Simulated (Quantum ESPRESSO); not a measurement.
# PbO (Litharge) under changes of volume

One of the cells (19.940 Å³/atom); the others are scaled copies at fixed shape and fractional positions:

```
Pb O
1.0
     3.99000    0.00000    0.00000
     0.00000    3.99000    0.00000
     0.00000    0.00000    5.01000
Pb O
2 2
Direct
  0.50000 0.00000 0.76000
  0.00000 0.50000 0.24000
  0.50000 0.50000 0.00000
  0.00000 0.00000 0.00000
```

```yaml
Program: Quantum ESPRESSO 7.5
Functional: PBE
Potentials_or_basis: SSSP 1.3 efficiency PBE
Cutoff: 748 eV
Density_cutoff: 5987 eV
k_mesh: 7 × 7 × 6
Occupations: fermi-dirac, width 0.05 eV
Spin: no spin polarisation
```

| volume (Å³/atom) | energy over the lowest point (meV/atom) | pressure (GPa) | gap on the mesh (eV) | largest force (eV/Å) |
| --- | --- | --- | --- | --- |
| 18.744 | 58.29 | 9.7 | 1.31 | 0.982 |
| 19.142 | 36.63 | 7.3 | 1.35 | 0.660 |
| 19.541 | 20.52 | 5.2 | 1.38 | 0.362 |
| 19.940 | 9.36 | 3.3 | 1.41 | 0.086 |
| 20.339 | ? | ? | ? | ? |
| 20.738 | 0.00 | 0.1 | 1.47 | 0.406 |
| 21.136 | 0.92 | -1.3 | 1.49 | 0.626 |

Problem. What does the run at 20.339 Å³/atom give?

Solution. Energy over the lowest point 2.67 meV/atom; pressure 1.6 GPa; gap on the mesh 1.44 eV; largest force 0.169 eV/Å.

Worked out: A Birch-Murnaghan fit of order 3 (a polynomial in V^(-2/3)) to the other rows has its minimum at 20.83 Å³/atom with B0 = V·E''(V) = 73 GPa and B' = 4.7 at fixed shape and positions, which overstates the stiffness. It gives 2.68 meV/atom at 20.339 Å³/atom, against the run's 2.67, and -dE/dV = 1.8 GPa, against 1.6. A straight line through the other rows of the gap, of slope 1.5 eV per unit of ln V, gives 1.44 eV, against the run's 1.44.

Energies are extrapolated to zero smearing.

Caveats: spin-orbit coupling is left out, which as a rule narrows the gap of such compounds by several tenths of an eV; an odd mesh through Γ misses points on the zone boundary, where band edges often lie.
